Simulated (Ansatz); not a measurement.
We consider fluorite SrF2, described by r²SCAN in Ansatz (plane waves, PAW).

Run with plane-wave cutoff 500 eV, 12×12×1 k mesh (along the axes of the cell as run), gaussian smearing 0.02 eV, scalar-relativistic PAW data made under PBE.

Task: What does this level give for the surface energy of the (111) face and ionisation potential of the slab?

Result: 
surface energy of the (111) face: 0.44 J/m²
ionisation potential of the slab: 8.11 eV

The slab of 18 atoms is relaxed and unreconstructed.

Computed values are for the static lattice.

The result took around 10 core-minutes (rough).

Ansatz is a program for electronic structure.
